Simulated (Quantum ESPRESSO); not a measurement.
# Sb and the effect of the dispersion correction

The cell as given:

The structure is cubic, space group Pm-3m (No. 221). Conventional cell: a = 3.160 Å, b = 3.160 Å, c = 3.160 Å, α = 90.00°, β = 90.00°, γ = 90.00°. Sb (site symmetry m-3m) is surrounded by 6 Sb at 3.16 Å.

This isn't the form of Sb at room conditions, which is rhombohedral.

Kept alike: task relaxation of cell and atoms; functional PBEsol; k mesh 8 × 8 × 8; occupations fermi-dirac, width 0.05 eV; no spin polarisation. Program: Quantum ESPRESSO, GBRV 1.5 PBEsol, cutoff 612 eV. The mesh is that of the run's cell of 1 atom. No spin-orbit coupling.

```csv
dispersion correction,volume (Å³/atom)
D3(zero),28.536
D3(BJ),27.802
D4,28.164
none,28.822
rVV10,27.958
```

The relaxations keep at least the cell's symmetry (Pm-3m). For a metal such a mesh leaves the last digits unconverged. Relaxations stop with a little pressure left, so the last digits of a volume or edge aren't settled.

Question: What does the dispersion correction change here?

Answer: The volume runs from 27.802 (D3(BJ)) to 28.822 Å³/atom (none). Against no correction: D3(zero) -1.0 %; D3(BJ) -3.5 %; D4 -2.3 %; rVV10 -3.0 %. Dispersion terms mostly attract and so lower the volume; the schemes' coefficients and damping set how far.
